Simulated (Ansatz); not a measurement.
**ZnCu₂SnSe₄ (I-42m)**

The calculation used DFT PBEsol, scalar-relativistic, plane waves, PAW in Ansatz 0.2.0.

Plane waves to 420 eV, a k mesh through Γ of 10×10×10 on the computed 8-atom cell and Gaussian smearing (0.10 eV); no spin polarisation.

The structure is relaxed at this level of theory with its symmetry kept. Whether it is the stable form of this composition wasn't checked.

Space group I-42m (No. 121). a = 5.661 Å, b = 5.661 Å, c = 11.306 Å, α = 90.00°, β = 90.00°, γ = 90.00°
| atom | site | symmetry | x | y | z |
| --- | --- | --- | --- | --- | --- |
| Zn | 2a | -42m | 0.0000 | 0.0000 | 0.0000 |
| Cu | 4d | -4.. | 0.0000 | 0.5000 | 0.2500 |
| Sn | 2b | -42m | 0.5000 | 0.5000 | 0.0000 |
| Se | 8i | ..m | 0.2605 | 0.2605 | 0.3638 |

```
Space group                                                       : I-42m (No. 121)
Volume per atom                                                   : 22.65 Å³
Formation energy from the elements' standard states (uncorrected) : -0.359 eV/atom
Kohn–Sham band gap                                                : none (metal)
Density of states at the Fermi level                              : 0.07 states/eV per cell (so small that it hangs on the mesh: a semimetal, or crossings between mesh points)
Löwdin character within 0.5 eV of the Fermi level                 : Se 4p 54 %, Cu 3d 28 %, Sn 5s 9 %
Bader charges (e)                                                 : Zn (1 in the cell) 0.68, Cu (2 in the cell) 0.32, Sn (1 in the cell) 1.08, Se (4 in the cell) -0.60
```

A ferromagnetic start lost its moments in a first run, so spin was left out; other magnetic orders weren't tried.

Cost: 1 run of about 15 core-minutes, on Intel Xeon Platinum 8259CL (Skylake/Cascade Lake) (shared hosts).